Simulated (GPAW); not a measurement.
MgO:

```
Mg O
1.0
     2.93802    0.00000    0.00000
    -1.46901    2.54440    0.00000
     0.00000    0.00000    2.67968
Mg O
1 1
Cartesian
  0.0000 0.0000 0.0000
  0.0000 1.6963 1.3398
```

Measurements of this composition are mostly on another form, of space group No. 225.

Base run:

```yaml
Program: GPAW 26.7.0
Functional: PBE
Potentials_or_basis: GPAW PAW data sets (gpaw-data 1.2.1)
Cutoff: 800 eV
Basis: pw
k_mesh: 10 × 10 × 10
Occupations: fermi-dirac, width 0.05 eV
Spin: no spin polarisation
```

Its results: band gap on the k mesh 3.05 eV, indirect (least direct gap 3.44 eV); pressure -0.1 GPa.

Task: The run is repeated on the same cell with these changes: functional from PBE to r2SCAN; k mesh from 10 × 10 × 10 to 8 × 8 × 8. What comes out?

Result: Band gap on the k mesh 3.83 eV, indirect (least direct gap 4.23 eV); pressure -4.6 GPa.

Several settings changed at once, so the effect can't be laid on one alone.

Caveats: the PAW data sets were made with another functional, which shifts forces and pressure a little (some runs).
